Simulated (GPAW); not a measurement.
CdF2:

```xyz
3
Lattice="0.0000 2.6940 2.6940 2.6940 0.0000 2.6940 2.6940 2.6940 0.0000" Properties=species:S:1:pos:R:3 pbc="T T T"
Cd    0.0000    0.0000    0.0000
F     4.0410    4.0410    4.0410
F     1.3470    1.3470    1.3470
```

Base run:

```yaml
Program: GPAW 26.7.0
Functional: r2SCAN
Potentials_or_basis: GPAW PAW data sets (gpaw-data 1.2.1)
Cutoff: 800 eV
Basis: pw
k_mesh: 9 × 9 × 9
Occupations: fermi-dirac, width 0.05 eV
Spin: no spin polarisation
```

Its results: band gap on the k mesh 3.79 eV, indirect (least direct gap 4.23 eV); pressure -1.8 GPa.

Problem. After a change of settings the same cell gave: band gap on the k mesh 2.80 eV, indirect (least direct gap 3.22 eV); pressure -7.6 GPa. Which change was it?
A. functional from r2SCAN to PBE
B. functional from r2SCAN to PBEsol; potentials or basis from GPAW PAW data sets (gpaw-data 1.2.1) to PAW data sets generated in the run's folder for this functional
C. functional from r2SCAN to LDA; potentials or basis from GPAW PAW data sets (gpaw-data 1.2.1) to the program's PAW data sets (release 1.2.1) made for this functional

Solution. C.

Caveats: the PAW data sets were made with another functional, which shifts forces and pressure a little (some runs).
